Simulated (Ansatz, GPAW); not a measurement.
# Ballistic transport through a C6 chain between two Ru chains, from relaxation to T(E), part 3 of 4

Aim: the conductance of a C6 chain between two Ru chains after relaxation, and whether geometry, basis or functional moves it most.

GPAW 26.7.0 and Ansatz 0.2.0; Ansatz plane waves; relaxation of the junction with the lead ends held (the session's first sound run).

So far, transmission at the Fermi level (one spin): step 3 (plane-wave reference (PBE)) 1.50. Also conductance of the perfect lead (G₀): step 3 6.00.

### Step 4. GPAW, dzp

Localised orbitals split the wire into layers that couple to their neighbours alone, which is what the Green's function method needs; double zeta with polarisation is the usual level for numbers.

This step: GPAW LCAO, PAW setups; Landauer transmission from Green's functions with principal layers (ASE), zero bias (GPAW 26.7.0).

Contents of run.py:

```python
import json
import numpy as np
from ase import Atoms
from ase.transport.calculators import TransportCalculator
from gpaw import GPAW, FermiDirac
from gpaw.lcao.tools import get_lcao_hamiltonian
from scipy.linalg import eigh

# The junction with lead layers at both ends, along the third cell vector
device = Atoms(
    ['Ru', 'Ru', 'Ru', 'Ru', 'Ru', 'Ru', 'Ru', 'Ru', 'C', 'C', 'C', 'C', 'C', 'C', 'Ru', 'Ru', 'Ru', 'Ru', 'Ru', 'Ru', 'Ru', 'Ru'],
    positions=[
        [4.50000, 4.50000, 1.12500],
        [4.50000, 4.50000, 3.37500],
        [4.50000, 4.50000, 5.62500],
        [4.50000, 4.50000, 7.87500],
        [4.50000, 4.50000, 10.12500],
        [4.50000, 4.50000, 12.37500],
        [4.57078, 3.73424, 14.54543],
        [4.50519, 4.62211, 16.52921],
        [4.54979, 4.23834, 18.52241],
        [4.55993, 4.18336, 19.80825],
        [4.56637, 4.17389, 21.15418],
        [4.56917, 4.17492, 22.43083],
        [4.57226, 4.18762, 23.77687],
        [4.56025, 4.24080, 25.06270],
        [4.43823, 4.60574, 27.05790],
        [4.76451, 3.77642, 29.04129],
        [4.50000, 4.50000, 31.21200],
        [4.50000, 4.50000, 33.46200],
        [4.50000, 4.50000, 35.71200],
        [4.50000, 4.50000, 37.96200],
        [4.50000, 4.50000, 40.21200],
        [4.50000, 4.50000, 42.46200]],
    cell=[[9.0, 0.0, 0.0], [0.0, 9.0, 0.0], [0.0, 0.0, 43.587]],
    pbc=True)

# One principal layer of the lead: the first 5 atoms of the device
lead = Atoms(
    ['Ru', 'Ru', 'Ru', 'Ru', 'Ru'],
    positions=[
        [4.50000, 4.50000, 1.12500],
        [4.50000, 4.50000, 3.37500],
        [4.50000, 4.50000, 5.62500],
        [4.50000, 4.50000, 7.87500],
        [4.50000, 4.50000, 10.12500]],
    cell=[[9.0, 0.0, 0.0], [0.0, 9.0, 0.0], [0.0, 0.0, 11.25]],
    pbc=True)

settings = dict(mode='lcao', basis='dzp', xc='PBE', h=0.2,
                occupations=FermiDirac(0.1), maxiter=250,
                mixer=dict(beta=0.1, nmaxold=8, weight=100.0),
                convergence=dict(density=0.0001))
energies = np.arange(-2, 2 + 1e-9, 0.025)
eta = 0.0001
n1, n2 = 1, 1
# k and -k transmit alike, so half of the mesh across the current serves
mesh = [(i, j) for i in range(n1) for j in range(n2) if (i, j) <= (-i % n1, -j % n2)]
weights = np.array([1 if (i, j) == (-i % n1, -j % n2) else 2 for i, j in mesh]) / (n1 * n2)

# [... helper functions left out ...]
fermi_lead = ground_state(lead, (1, 1, 10), 'lead.txt')
fermi_device = ground_state(device, (1, 1, 2), 'device.txt')
# [... loop over the mesh left out, but for ...]
        # Shift the lead onto the potential of the device's first layer
        shift = ((H[:, 0, 0] - H0[:, 0, 0]) / S0[0, 0]).real.mean()
# [...]
kT = 8.617333e-5 * 300
bias = [0.1, 0.2, 0.5, 1.0, 1.5, 2.0]
# [... integrals and printing left out ...]
```

The run is started by

```console
> OMP_NUM_THREADS=1 OPENBLAS_NUM_THREADS=1 python run.py
```

Numbers of over 12 decimals in the logs are rounded to 6 here.

Log:

```text
basis functions: device 542, principal layer 145
Fermi level: lead -3.4328 eV, device -3.6015 eV; lead shifted by 0.0017 eV
largest coupling past the next layer 2.00e-05 eV, largest misfit of the first layer 0.065 eV
  E-E_F (eV)   T (one spin)  [channel counts left out]
    -2.000    1.5717e-01
    -1.975    1.6294e-01
    -1.950    1.6981e-01
    -1.925    1.7787e-01
    -1.900    1.8722e-01
    -1.875    1.9798e-01
    -1.850    2.1031e-01
    -1.825    2.2437e-01
    -1.800    2.4038e-01
    -1.775    2.5857e-01
    -1.750    2.7924e-01
    -1.725    3.0273e-01
    -1.700    3.2950e-01
    -1.675    3.6010e-01
    -1.650    3.9527e-01
    -1.625    4.3599e-01
[...]
1.825    7.4503e-02
     1.850    7.4242e-02
     1.875    7.4071e-02
     1.900    7.3929e-02
     1.925    7.3728e-02
     1.950    7.3349e-02
     1.975    7.2629e-02
     2.000    7.1346e-02
conductance at 300 K: 1.5388 G0 a cell; thermopower 10.79 uV/K
current from the zero-bias T(E) at 0.1 V: 11.874 uA
current from the zero-bias T(E) at 0.2 V: 23.467 uA
current from the zero-bias T(E) at 0.5 V: 55.03 uA
current from the zero-bias T(E) at 1.0 V: 103.63 uA
current from the zero-bias T(E) at 1.5 V: 144.67 uA
current from the zero-bias T(E) at 2.0 V: 177.03 uA
```

It took 9.6 min on 1 thread of Intel Xeon Platinum 8375C at 2.90GHz (Ice Lake), shared host; peak memory 1.6 GiB.

Numbers from this step:

```
conductance                                    : 1.539 G₀
thermopower                                    : 10.79 μV/K
largest coupling past the next principal layer : 2.00e-5 eV
largest misfit of the first principal layer    : 0.06467 eV
shift that aligns the lead                     : 0.001681 eV
basis functions of the junction                : 542
basis functions of a principal layer           : 145
transmission at the Fermi level (one spin)     : 1.558
```

One spin. Transmission, zone mean against energy, zero at the Fermi level:

energy (eV), transmission, zone mean and a bar:
```
   -2.000       0.16 #
   -1.900       0.19 ##
   -1.800       0.24 ###
   -1.700       0.33 #####
   -1.600       0.48 #######
   -1.500       0.80 #############
   -1.400       1.49 #########################
   -1.300       1.67 ############################
   -1.200       1.72 #############################
   -1.150       1.78 ##############################
   -1.100       1.70 ############################
   -1.000       1.46 ########################
   -0.900       1.19 ####################
   -0.800       1.03 #################
   -0.700       0.95 ###############
   -0.600       0.93 ###############
   -0.500       0.98 ################
   -0.400       1.16 ###################
   -0.300       1.54 ##########################
   -0.200       1.79 ##############################
   -0.100       1.71 #############################
    0.000       1.56 ##########################
    0.100       1.24 ####################
    0.200       0.81 #############
    0.300       1.03 #################
    0.400       1.33 ######################
    0.500       1.49 #########################
    0.600       1.29 #####################
    0.700       0.91 ###############
    0.800       0.61 #########
    0.900       0.42 ######
    1.000       0.30 ####
    1.100       0.22 ###
    1.200       0.17 ##
    1.300       0.13 #
    1.400       0.11 #
    1.500       0.09 
    1.600       0.08 
    1.700       0.08 
    1.800       0.07 
    1.900       0.07 
    2.000       0.07
```

Not self-consistent under bias; the bias window is split evenly. Table of current through one cell, from the zero-bias transmission by bias:

```tsv
bias (V)	current through one cell, from the zero-bias transmission (μA)
0.100	11.9
0.200	23.5
0.500	55.0
1.000	104
1.500	145
2.000	177
```

Transmission of the three most open eigenchannels against energy, zero at the Fermi level:

```tsv
energy (eV)	channel 1	channel 2	channel 3
-2.000	0.118	0.0386	1.9e-4
-1.900	0.144	0.0427	1.9e-4
-1.800	0.186	0.0538	1.8e-4
-1.700	0.251	0.0788	1.5e-4
-1.600	0.343	0.140	1.2e-4
-1.500	0.469	0.327	8.5e-5
-1.400	0.855	0.631	4.5e-5
-1.300	0.858	0.807	1.4e-5
-1.200	0.971	0.747	9.7e-6
-1.100	0.944	0.754	1.1e-5
-1.000	0.805	0.658	1.3e-5
-0.900	0.810	0.384	1.1e-5
-0.800	0.799	0.235	8.5e-6
-0.700	0.779	0.175	6.4e-6
-0.600	0.766	0.165	4.8e-6
-0.500	0.770	0.208	3.6e-6
-0.400	0.790	0.365	3.0e-6
-0.300	0.807	0.737	2.8e-6
-0.200	0.991	0.799	3.6e-6
-0.100	0.982	0.728	5.9e-6
0.000	0.996	0.562	9.5e-6
0.100	0.882	0.363	1.2e-5
0.200	0.607	0.204	1.0e-5
0.300	0.859	0.174	2.6e-5
0.400	0.970	0.359	4.7e-5
0.500	0.919	0.573	3.9e-5
0.600	0.687	0.607	2.8e-5
0.700	0.515	0.400	1.9e-5
0.800	0.390	0.223	1.3e-5
0.900	0.283	0.136	9.2e-6
1.000	0.204	0.0922	6.7e-6
1.100	0.148	0.0689	5.0e-6
1.200	0.109	0.0558	3.7e-6
1.300	0.0818	0.0485	2.7e-6
1.400	0.0623	0.0447	1.9e-6
1.500	0.0484	0.0435	1.2e-6
1.600	0.0443	0.0387	5.8e-7
1.700	0.0470	0.0313	4.3e-8
1.800	0.0511	0.0238	1.3e-9
1.900	0.0553	0.0186	1.3e-12
2.000	0.0546	0.0167	6.8e-8
```

At the Fermi level T is 1.56 against 1.50 in plane waves. Couplings past the next layer reach 2.0e-5 eV, small enough to drop; the matrix elements of the cell's first layer differ from the bulk lead's by up to 0.065 eV. That layer keeps its own values in the calculation, and only beyond it is the lead taken as perfect. The Fermi levels of lead and junction count from different zeros of potential, one for each periodic cell; with both set to zero, the small remaining shift is what aligns them. By hand: G = 1.539 × 77.48 μS = 119 μS, a resistance of 8.39 kΩ; at 0.1 V a linear junction would pass 11.9 μA, and the integral over the bias window gives 11.9 μA. Mott's formula, S = -(π²/3)(k_B²T/e) d ln T/dE, has the prefactor 7.33 μV/K·eV at 300 K; T = 1.605 at -0.025 eV and 1.499 at 0.025 eV give a slope of -1.37 per eV and S = 10.0 μV/K, beside 10.8 μV/K from the thermal integral, which interpolates the same grid.

### Step 5. Single-zeta polarised basis

The second zeta is dropped, the polarisation orbitals stay.

run.py, as its differences from that of step 4:

```diff
@@ -49,3 +49,3 @@
 
-settings = dict(mode='lcao', basis='dzp', xc='PBE', h=0.2,
+settings = dict(mode='lcao', basis='szp(dzp)', xc='PBE', h=0.2,
                 occupations=FermiDirac(0.1), maxiter=250,
```

Log:

```text
basis functions: device 310, principal layer 80
Fermi level: lead -3.4678 eV, device -3.8964 eV; lead shifted by 0.0007 eV
largest coupling past the next layer 2.01e-05 eV, largest misfit of the first layer 0.069 eV
  E-E_F (eV)   T (one spin)  channels
    -2.000    1.4961e-01    3.0000
    -1.975    1.5688e-01    3.0000
    -1.950    1.6537e-01    3.0000
[...]
1.975    4.3954e-02    3.0000
     2.000    4.0096e-02    3.0000
conductance at 300 K: 1.4227 G0 a cell; thermopower 14.09 uV/K
current from the zero-bias T(E) at 0.1 V: 10.969 uA
current from the zero-bias T(E) at 0.2 V: 21.651 uA
current from the zero-bias T(E) at 0.5 V: 51.468 uA
current from the zero-bias T(E) at 1.0 V: 99.015 uA
current from the zero-bias T(E) at 1.5 V: 132.82 uA
current from the zero-bias T(E) at 2.0 V: 159 uA
```

Wall time 6.6 min (1 thread); peak memory 1.5 GiB.

Numbers from this step:

```
conductance                                    : 1.423 G₀
thermopower                                    : 14.09 μV/K
largest coupling past the next principal layer : 2.01e-5 eV
largest misfit of the first principal layer    : 0.06904 eV
shift that aligns the lead                     : 7.10e-4 eV
basis functions of the junction                : 310
basis functions of a principal layer           : 80
transmission at the Fermi level (one spin)     : 1.445
```

One spin. The transmission, zone mean by energy, zero at the Fermi level:

```tsv
energy (eV)	transmission, zone mean
-2.000	0.150
-1.900	0.187
-1.800	0.251
-1.700	0.359
-1.600	0.554
-1.500	0.963
-1.400	1.69
-1.375	1.77
-1.300	1.65
-1.200	1.62
-1.100	1.52
-1.000	1.24
-0.900	1.03
-0.800	0.905
-0.700	0.847
-0.600	0.849
-0.500	0.924
-0.400	1.16
-0.300	1.61
-0.225	1.75
-0.200	1.74
-0.100	1.63
0.000	1.44
0.100	1.08
0.200	0.707
0.300	1.05
0.400	1.28
0.450	1.33
0.500	1.28
0.600	0.952
0.700	0.632
0.800	0.416
0.900	0.282
1.000	0.200
1.100	0.148
1.200	0.115
1.300	0.0922
1.400	0.0771
1.500	0.0672
1.600	0.0614
1.700	0.0578
1.800	0.0541
1.900	0.0502
2.000	0.0401
```

The conductance, 1.42 G₀, lies 7.5 % below that of the dzp run.

### Step 6. GPAW, sz: basis = "sz(dzp)"

The minimal basis is the cheapest rung: no second zeta and no polarisation.

run.py, as its differences from that of step 5:

```diff
@@ -49,3 +49,3 @@
 
-settings = dict(mode='lcao', basis='szp(dzp)', xc='PBE', h=0.2,
+settings = dict(mode='lcao', basis='sz(dzp)', xc='PBE', h=0.2,
                 occupations=FermiDirac(0.1), maxiter=250,
```

Log:

```text
basis functions: device 232, principal layer 65
Fermi level: lead -3.5085 eV, device -3.9995 eV; lead shifted by -0.0006 eV
largest coupling past the next layer 2.00e-05 eV, largest misfit of the first layer 0.069 eV
  E-E_F (eV)   T (one spin)  [channel counts left out]
    -2.000    1.5912e-01
    -1.975    1.7064e-01
    -1.950    1.8388e-01
[...]
1.975    2.3345e-02
     2.000    1.9249e-02
conductance at 300 K: 1.3488 G0 a cell; thermopower 15.8 uV/K
current from the zero-bias T(E) at 0.1 V: 10.396 uA
current from the zero-bias T(E) at 0.2 V: 20.504 uA
current from the zero-bias T(E) at 0.5 V: 48.647 uA
current from the zero-bias T(E) at 1.0 V: 91.997 uA
current from the zero-bias T(E) at 1.5 V: 121.79 uA
current from the zero-bias T(E) at 2.0 V: 143.59 uA
```

It took 4.9 min on 1 thread; peak memory 1.4 GiB.

This step gave:

| Property | Result |
| --- | --- |
| conductance | 1.349 G₀ |
| largest coupling past the next principal layer | 2.00e-5 eV |
| largest misfit of the first principal layer | 0.06929 eV |
| shift that aligns the lead | -6.35e-4 eV |
| basis functions of the junction | 232 |
| basis functions of a principal layer | 65 |
| transmission at the Fermi level (one spin) | 1.371 |

The conductance, 1.35 G₀, lies 12 % below that of the dzp run.

### Step 7. RPBE in the dzp basis: xc = "RPBE"

Back in the dzp basis, the functional changes from PBE to RPBE, to set the spread between functionals beside that between bases.

run.py, as its differences from that of step 6:

```diff
@@ -49,3 +49,3 @@
 
-settings = dict(mode='lcao', basis='sz(dzp)', xc='PBE', h=0.2,
+settings = dict(mode='lcao', basis='dzp', xc='RPBE', h=0.2,
                 occupations=FermiDirac(0.1), maxiter=250,
```

Log:

```text
basis functions: device 542, principal layer 145
Fermi level: lead -3.3242 eV, device -3.4929 eV; lead shifted by -0.0004 eV
largest coupling past the next layer 2.01e-05 eV, largest misfit of the first layer 0.065 eV
  E-E_F (eV)   T (one spin)  [channel counts left out]
    -2.000    1.5654e-01
    -1.975    1.6230e-01
    -1.950    1.6913e-01
[...]
1.975    6.7174e-02
     2.000    6.5129e-02
conductance at 300 K: 1.529 G0 a cell; thermopower 11.19 uV/K
current from the zero-bias T(E) at 0.1 V: 11.795 uA
current from the zero-bias T(E) at 0.2 V: 23.298 uA
current from the zero-bias T(E) at 0.5 V: 54.624 uA
current from the zero-bias T(E) at 1.0 V: 103.52 uA
current from the zero-bias T(E) at 1.5 V: 144.39 uA
current from the zero-bias T(E) at 2.0 V: 176.56 uA
```

It took 9.7 min on 1 thread; peak memory 1.6 GiB.

This step gave:

- conductance: 1.529 G₀
- largest coupling past the next principal layer: 2.01e-5 eV
- largest misfit of the first principal layer: 0.06453 eV
- shift that aligns the lead: -4.15e-4 eV
- basis functions of the junction: 542
- basis functions of a principal layer: 145
- transmission at the Fermi level (one spin): 1.549

The conductance, 1.53 G₀, lies 0.6 % below that of the dzp run.

### Step 8. The structure as built: geometry = "as built"

The dzp basis with PBE on the structure as first built shows what the relaxation was worth.

run.py, as its differences from that of step 7:

```diff
@@ -18,12 +18,12 @@
         [4.50000, 4.50000, 12.37500],
-        [4.57078, 3.73424, 14.54543],
-        [4.50519, 4.62211, 16.52921],
-        [4.54979, 4.23834, 18.52241],
-        [4.55993, 4.18336, 19.80825],
-        [4.56637, 4.17389, 21.15418],
-        [4.56917, 4.17492, 22.43083],
-        [4.57226, 4.18762, 23.77687],
-        [4.56025, 4.24080, 25.06270],
-        [4.43823, 4.60574, 27.05790],
-        [4.76451, 3.77642, 29.04129],
+        [4.50000, 4.50000, 14.62500],
+        [4.50000, 4.50000, 16.87500],
+        [4.50000, 4.50000, 18.60850],
+        [4.50000, 4.50000, 19.83850],
+        [4.50000, 4.50000, 21.17850],
+        [4.50000, 4.50000, 22.40850],
+        [4.50000, 4.50000, 23.74850],
+        [4.50000, 4.50000, 24.97850],
+        [4.50000, 4.50000, 26.71200],
+        [4.50000, 4.50000, 28.96200],
         [4.50000, 4.50000, 31.21200],
@@ -49,3 +49,3 @@
 
-settings = dict(mode='lcao', basis='dzp', xc='RPBE', h=0.2,
+settings = dict(mode='lcao', basis='dzp', xc='PBE', h=0.2,
                 occupations=FermiDirac(0.1), maxiter=250,
```

Log:

```text
basis functions: device 542, principal layer 145
Fermi level: lead -3.4328 eV, device -3.6137 eV; lead shifted by -0.0028 eV
largest coupling past the next layer 2.00e-05 eV, largest misfit of the first layer 0.050 eV
  E-E_F (eV)   T (one spin)  [channel counts left out]
    -2.000    1.9572e+00
    -1.975    1.9536e+00
    -1.950    1.9497e+00
[...]
1.975    5.0321e-01
     2.000    4.5598e-01
conductance at 300 K: 1.8062 G0 a cell; thermopower 0.6844 uV/K
current from the zero-bias T(E) at 0.1 V: 13.992 uA
current from the zero-bias T(E) at 0.2 V: 27.969 uA
current from the zero-bias T(E) at 0.5 V: 69.655 uA
current from the zero-bias T(E) at 1.0 V: 137.65 uA
current from the zero-bias T(E) at 1.5 V: 203.36 uA
current from the zero-bias T(E) at 2.0 V: 266.86 uA
```

Run time: 7.2 min. Hardware: 1 thread; peak memory 1.6 GiB.

This step gave:

```
conductance                                    : 1.806 G₀
largest coupling past the next principal layer : 2.00e-5 eV
largest misfit of the first principal layer    : 0.05025 eV
shift that aligns the lead                     : -0.002769 eV
transmission at the Fermi level (one spin)     : 1.807
```

One spin. Transmission, zone mean against energy, zero at the Fermi level:

energy (eV), transmission, zone mean and a bar from the least value:
```
   -2.000       1.96 ##############################
   -1.800       1.92 #############################
   -1.600       1.89 #############################
   -1.400       1.89 #############################
   -1.200       1.90 #############################
   -1.000       1.89 #############################
   -0.800       1.87 ############################
   -0.600       1.85 ############################
   -0.400       1.84 ############################
   -0.200       1.83 ###########################
    0.000       1.81 ###########################
    0.200       1.76 ##########################
    0.400       1.67 ########################
    0.600       1.55 ######################
    0.800       1.44 ####################
    1.000       1.33 #################
    1.200       1.20 ###############
    1.400       1.05 ############
    1.600       0.89 #########
    1.800       0.72 #####
    2.000       0.46
```

The conductance, 1.81 G₀, lies 17 % above that of the dzp run.

### Step 9. Cost and result by level

Times are wall times on the hardware named with each run. Results by setting:

```tsv
no.	run	conductance (G₀)	time	memory (GiB)
1	pw PBE	1.481	4.3 min	5.5
2	dzp	1.539	9.6 min	1.6
3	szp	1.423	6.6 min	1.5
4	sz	1.349	4.9 min	1.4
5	dzp RPBE	1.529	9.7 min	1.6
6	asbuilt	1.806	7.2 min	1.6
```

### Step 10. The levels side by side

The curves are compared point by point over the common energies.

This step: comparison of transmission and cost over codes, levels and geometry (GPAW 26.7.0).

Ladder, by row:

```tsv
step	code	T at the Fermi level (sum over the listed spins)	conductance (G0)	r.m.s. T(E) from the first	wall time (s)	peak memory (GiB)	threads
pw-pbe	Ansatz	1.499	1.481	0	261	5.483	4
dzp	GPAW	1.558	1.539	0.08485	578.6	1.6	1
szp	GPAW	1.445	1.423	0.1664	396.3	1.51	1
sz	GPAW	1.371	1.349	0.2824	293.2	1.44	1
dzp-RPBE	GPAW	1.549	1.529	0.08382	582.4	1.6	1
asbuilt	GPAW	1.807	1.806	0.8437	432.5	1.61	1
```

The transmission, zone mean, sum over the listed spins by energy, zero at the Fermi level:

```tsv
energy (eV)	pw-pbe	dzp	szp	sz	dzp-RPBE	asbuilt
-2.000	0.168	0.157	0.150	0.159	0.157	1.96
-1.800	0.250	0.240	0.251	0.316	0.239	1.92
-1.600	0.486	0.484	0.554	0.848	0.477	1.89
-1.450	1.18	1.09	1.33	1.82	1.07	1.89
-1.400	1.58	1.49	1.69	1.74	1.47	1.89
-1.375	1.66	1.65	1.77	1.65	1.63	1.89
-1.200	1.78	1.72	1.62	1.38	1.71	1.90
-1.175	1.79	1.76	1.64	1.35	1.75	1.90
-1.150	1.79	1.78	1.63	1.29	1.77	1.90
-1.000	1.41	1.46	1.24	0.950	1.46	1.89
-0.800	1.02	1.03	0.905	0.735	1.03	1.87
-0.600	0.986	0.931	0.849	0.711	0.934	1.85
-0.400	1.35	1.16	1.16	1.01	1.17	1.84
-0.225	1.84	1.77	1.75	1.67	1.78	1.83
-0.200	1.83	1.79	1.74	1.67	1.79	1.83
0.000	1.50	1.56	1.44	1.37	1.55	1.81
0.200	0.648	0.811	0.707	0.631	0.771	1.76
0.400	1.24	1.33	1.28	1.19	1.32	1.67
0.550	1.49	1.44	1.13	1.04	1.43	1.58
0.600	1.43	1.29	0.952	0.883	1.28	1.55
0.800	0.787	0.614	0.416	0.393	0.605	1.44
1.000	0.373	0.296	0.200	0.191	0.291	1.33
1.200	0.201	0.165	0.115	0.109	0.161	1.20
1.400	0.129	0.107	0.0771	0.0706	0.104	1.05
1.600	0.0989	0.0831	0.0614	0.0525	0.0803	0.890
1.800	0.0928	0.0749	0.0541	0.0391	0.0718	0.723
2.000	0.102	0.0713	0.0401	0.0192	0.0651	0.456
```

(Continued in part 4 of 4.)

[Logs are printed without paths, hosts, clocks, repeated set-up lines and the standing remarks that a program may print on its own settings, such as how far it seeks lower states.]

[Hosts, paths, dates, database ids (printed as entryN), source tags and the programs' standing remarks are cut or masked in the printed files.]
